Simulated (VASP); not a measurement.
Output of a VASP run:

File OUTCAR:
```
 ion  position               nearest neighbor table
   1  0.000  0.000  0.000-   3 1.99   6 1.99   5 2.01   4 2.01   4 2.01   5 2.01   2 3.62   2 3.62
                             2 3.62   2 3.62   2 3.62   2 3.62   2 3.62   2 3.62
   2  0.500  0.500  0.500-   4 1.99   5 1.99   3 2.01   6 2.01   3 2.01   6 2.01   1 3.62   1 3.62
                             1 3.62   1 3.62   1 3.62   1 3.62   1 3.62   1 3.62
   3  0.303  0.303  0.000-   1 1.99   2 2.01   2 2.01
   4  0.803  0.197  0.500-   2 1.99   1 2.01   1 2.01
   5  0.197  0.803  0.500-   2 1.99   1 2.01   1 2.01
   6  0.697  0.697  0.000-   1 1.99   2 2.01   2 2.01
  LATTYP: Found a simple tetragonal cell.
 ALAT       =     4.6410894252
 C/A-ratio  =     0.6607795447
 Subroutine PRICEL returns:
 Original cell was already a primitive cell.
 Subroutine GETGRP returns: Found 16 space group operations
The static configuration has the point symmetry D_2h.
 The point group associated with its full space group is D_4h.
The dynamic configuration has the point symmetry D_2h.
 Subroutine INISYM returns: Found 16 space group operations
 Subroutine IBZKPT returns following result:
 Found     50 irreducible k-points:

 Following reciprocal coordinates:
            Coordinates               Weight
  0.000000  0.000000  0.000000      1.000000
  0.166667  0.000000  0.000000      4.000000
  0.333333  0.000000  0.000000      4.000000
  0.500000  0.000000  0.000000      2.000000
  0.166667  0.166667  0.000000      4.000000
  0.333333  0.166667  0.000000      8.000000
  0.500000  0.166667  0.000000      4.000000
  0.333333  0.333333  0.000000      4.000000
  0.500000  0.333333  0.000000      4.000000
  0.500000  0.500000  0.000000      1.000000
  0.000000  0.000000  0.125000      2.000000
  0.166667  0.000000  0.125000      8.000000
  0.333333  0.000000  0.125000      8.000000
  0.500000  0.000000  0.125000      4.000000
  0.166667  0.166667  0.125000      8.000000
  0.333333  0.166667  0.125000     16.000000
  0.500000  0.166667  0.125000      8.000000
  0.333333  0.333333  0.125000      8.000000
  0.500000  0.333333  0.125000      8.000000
  0.500000  0.500000  0.125000      2.000000
  0.000000  0.000000  0.250000      2.000000
  0.166667  0.000000  0.250000      8.000000
  0.333333  0.000000  0.250000      8.000000
  0.500000  0.000000  0.250000      4.000000
  0.166667  0.166667  0.250000      8.000000
  0.333333  0.166667  0.250000     16.000000
  0.500000  0.166667  0.250000      8.000000
  0.333333  0.333333  0.250000      8.000000
  0.500000  0.333333  0.250000      8.000000
  0.500000  0.500000  0.250000      2.000000
  0.000000  0.000000  0.375000      2.000000
  0.166667  0.000000  0.375000      8.000000
  0.333333  0.000000  0.375000      8.000000
  0.500000  0.000000  0.375000      4.000000
  0.166667  0.166667  0.375000      8.000000
  0.333333  0.166667  0.375000     16.000000
  0.500000  0.166667  0.375000      8.000000
  0.333333  0.333333  0.375000      8.000000
  0.500000  0.333333  0.375000      8.000000
  0.500000  0.500000  0.375000      2.000000
   k-points           NKPTS =     50   k-points in BZ     NKDIM =     50   number of bands    NBANDS=     20
   number of dos      NEDOS =    601   number of ions     NIONS =      6
   total plane-waves  NPLWV =  31104
   dimension x,y,z NGX =    36 NGY =   36 NGZ =   24
   dimension x,y,z NGXF=    72 NGYF=   72 NGZF=   48
   ions per type =               2   4
   PREC   = accura    normal or accurate (medium, high low for compatibility)
   ISTART =      0    job   : 0-new  1-cont  2-samecut
   ICHARG =      2    charge: 1-file 2-atom 10-const
   ISPIN  =      1    spin polarized calculation?
   LNONCOLLINEAR =      F non collinear calculations
   LSORBIT =      F    spin-orbit coupling
   INIWAV =      1    electr: 0-lowe 1-rand  2-diag
   ENCUT  =  520.0 eV  38.22 Ry    6.18 a.u.   8.63  8.63  5.70*2*pi/ulx,y,z
   NELM   =    100;   NELMIN=  2; NELMDL= -5     # of ELM steps
   EDIFF  = 0.1E-06   stopping-criterion for ELM
...
```

**OSZICAR**
```
       N       E                     dE             d eps       ncg     rms          rms(c)
DAV:   1     0.200349666353E+03    0.20035E+03   -0.18429E+04  2152   0.150E+03
DAV:   2    -0.149322208090E+02   -0.21528E+03   -0.20821E+03  2604   0.331E+02
DAV:   3    -0.240798336176E+02   -0.91476E+01   -0.91206E+01  2360   0.701E+01
DAV:   4    -0.241386538119E+02   -0.58820E-01   -0.58807E-01  2256   0.654E+00
DAV:   5    -0.241390126331E+02   -0.35882E-03   -0.35881E-03  2296   0.516E-01    0.987E+00
DAV:   6    -0.215689441929E+02    0.25701E+01   -0.10937E+01  2256   0.252E+01    0.301E+00
DAV:   7    -0.215832131937E+02   -0.14269E-01   -0.10681E-01  2156   0.252E+00    0.187E+00
DAV:   8    -0.216085174273E+02   -0.25304E-01   -0.52129E-02  2188   0.273E+00    0.165E-01
DAV:   9    -0.216094583222E+02   -0.94089E-03   -0.33416E-03  2320   0.432E-01    0.735E-02
DAV:  10    -0.216095867741E+02   -0.12845E-03   -0.25895E-04  2204   0.139E-01    0.115E-02
DAV:  11    -0.216095872984E+02   -0.52424E-06   -0.18355E-05  2332   0.358E-02    0.496E-03
DAV:  12    -0.216095878363E+02   -0.53790E-06   -0.41481E-06  2244   0.172E-02    0.193E-03
DAV:  13    -0.216095877837E+02    0.52526E-07   -0.44360E-07  2264   0.545E-03
   1 F= -.21609588E+02 E0= -.21609588E+02  d E =0.000000E+00
```

OUTCAR:
```
------------------------ aborting loop because EDIFF is reached ----------------------------------------
  FORCE on cell =-STRESS in cart. coord.  units (eV):
  Direction    XX          YY          ZZ          XY          YZ          ZX
  --------------------------------------------------------------------------------------
  Total       -0.0011847     -0.0011847     -0.0457461     -0.0000000      0.0000000      0.0000000
  in kB       -0.0287353     -0.0287353     -1.1095529     -0.0000000      0.0000000      0.0000000
  external PRESSURE =      -0.3890079 kB  Pullay stress =       0.0000000 kB
  volume of cell :       66.06
      direct lattice vectors                 reciprocal lattice vectors
     4.641089425  0.000000000  0.000000000     0.215466652  0.000000000  0.000000000
     0.000000000  4.641089425  0.000000000     0.000000000  0.215466652  0.000000000
     0.000000000  0.000000000  3.066736957     0.000000000  0.000000000  0.326079482
 POSITION                                       TOTAL-FORCE (eV/Angst)
 -----------------------------------------------------------------------------------
      0.00000      0.00000      0.00000         0.000000      0.000000      0.000000
      2.32054      2.32054      1.53337         0.000000      0.000000      0.000000
      1.40510      1.40510      0.00000         0.006194      0.006194      0.000000
      3.72565      0.91544      1.53337         0.006194     -0.006194      0.000000
      0.91544      3.72565      1.53337        -0.006194      0.006194      0.000000
      3.23599      3.23599      0.00000        -0.006194     -0.006194     -0.000000
 -----------------------------------------------------------------------------------
    total drift:                                0.000000     -0.000000     -0.000000
  FREE ENERGIE OF THE ION-ELECTRON SYSTEM (eV)
  ---------------------------------------------------
  free  energy   TOTEN  =       -21.6095877837 eV

  energy  without entropy=      -21.6095877837  energy(sigma->0) =      -21.60958778

 total charge

# of ion       s       p       d       tot
------------------------------------------
    1        0.121   0.153   0.075   0.349
    2        0.121   0.153   0.075   0.349
    3        1.726   4.425   0.000   6.150
    4        1.726   4.425   0.000   6.150
    5        1.726   4.425   0.000   6.150
    6        1.726   4.425   0.000   6.150
--------------------------------------------------
tot          7.145  18.005   0.149  25.300

 Electric field gradients after diagonalization (V/A^2)
 (convention: |V_zz| > |V_xx| > |V_yy|)
----------------------------------------------------------------------
 ion       V_xx      V_yy      V_zz     asymmetry (V_yy - V_xx)/ V_zz
----------------------------------------------------------------------
   1      -4.308    -2.094     6.402       0.346
   2      -4.308    -2.094     6.402       0.346
   3      31.049    16.330   -47.378       0.311
   4      31.049    16.330   -47.378       0.311
   5      31.049    16.330   -47.378       0.311
   6      31.049    16.330   -47.378       0.311
```
(Selected blocks of OUTCAR.)

### POSCAR
```
MgF2
1
    4.6410894252     0.0000000000     0.0000000000
    0.0000000000     4.6410894252     0.0000000000
    0.0000000000     0.0000000000     3.0667369574
Mg F
2 4
Direct
  0.0000000000   0.0000000000   0.0000000000
  0.5000000000   0.5000000000   0.5000000000
  0.3027531193   0.3027531193   0.0000000000
  0.8027531193   0.1972468807   0.5000000000
  0.1972468807   0.8027531193   0.5000000000
  0.6972468807   0.6972468807   1.0000000000
```

Write an INCAR and KPOINTS that could have produced this output.

One answer among several that fit: the input of the run itself, optB86b-vdW, plane waves, VASP's PBE PAW potentials (set 64).

### KPOINTS
```
Automatic
0
Gamma
 6 6 8
```

### INCAR
```
# general
SYSTEM  =MgF2
PREC    =Accurate
ENCUT   =520
LREAL   =.FALSE.
LASPH   =.TRUE.

# electronic loop
EDIFF   =1E-7
NELM    =100
ALGO    =Normal

# smearing
ISMEAR  =-5

# functional
GGA     =MK
LUSE_VDW=.TRUE.
AGGAC   =0.0
PARAM1  =0.1234
PARAM2  =1.0

# ions
ISIF    =2

# output
LWAVE   =.FALSE.
LCHARG  =.TRUE.
LORBIT  =11
NEDOS   =601

# other
LEFG    =.TRUE.
```

POTCAR, in this order: Mg F (PBE.64 set). Program: vasp_std.

The compound is MgF2 in the rutile structure. It was relaxed first.
